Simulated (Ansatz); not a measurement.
Level of theory: Ansatz, DFT PBE, scalar-relativistic, plane waves, PAW. Settings: cutoff 420 eV, Γ-centred meshes spaced at most about 0.3 Å⁻¹, and about 0.25 Å⁻¹ or finer for metals (2π included), Gaussian smearing. No spin polarisation.

Temperature and zero-point effects are left out.

Task: Which of these relaxed structures of Si5S is the lowest in energy?
A.

Space group P-62m (No. 189). a = 4.764 Å, b = 4.764 Å, c = 4.574 Å, α = 90.00°, β = 90.00°, γ = 120.00°
```csv
atom,site,symmetry,x,y,z
Si,3f,m2m,0.6448,0.0000,0.0000
Si,2d,-6..,0.3333,0.6667,0.5000
S,1b,-62m,0.0000,0.0000,0.5000
```

B.

Space group P6/mmm (No. 191). a = 4.654 Å, b = 4.654 Å, c = 4.905 Å, α = 90.00°, β = 90.00°, γ = 120.00°
```
atom  site  symmetry       x       y       z
  Si    2d      -6m2  0.3333  0.6667  0.5000
  Si    2c      -6m2  0.3333  0.6667  0.0000
  Si    1a     6/mmm  0.0000  0.0000  0.0000
   S    1b     6/mmm  0.0000  0.0000  0.5000
```

C.

Space group Pmma (No. 51). a = 4.712 Å, b = 4.753 Å, c = 8.463 Å, α = 90.00°, β = 90.00°, γ = 90.00°
| atom | site | symmetry | x | y | z |
| --- | --- | --- | --- | --- | --- |
| Si | 2f | mm2 | 0.2500 | 0.5000 | 0.2715 |
| Si | 2f | mm2 | 0.7500 | 0.5000 | 0.3706 |
| Si | 2f | mm2 | 0.2500 | 0.5000 | 0.9493 |
| Si | 2e | mm2 | 0.7500 | 0.0000 | 0.4527 |
| Si | 2e | mm2 | 0.2500 | 0.0000 | 0.8446 |
| S | 2e | mm2 | 0.7500 | 0.0000 | 0.7871 |

Result: C. The next of these, B, lies 85 meV/atom higher. Counting Si atoms around S (those within 1.25 times the shortest such distance or 1.15 times the sum of covalent radii; a plus sign parts nearer from farther groups; the shortest distance is added where it exceeds 1.18 times the sum of covalent radii): C has S 4+1; B has S 2+6; A has S 12 from 2.8 Å. C holds Si–Si bonds in all directions (shortest 2.48 Å); B holds Si–Si chains (shortest 2.45 Å) (bonds between like non-metal atoms; other contacts aren't counted). Origin: A and B, invented; C, invented, then shaken at random and relaxed again. Shaken at random and relaxed again, A falls into C, 0.30 eV/atom lower, so it is a saddle point or a shallow minimum. Even the lowest of the cells shown lies +0.23 eV/atom against the elements.

Cells without such a test can be saddle points. Some structure types and database cells were kept out of the candidates from the start, so a known form may be missing.
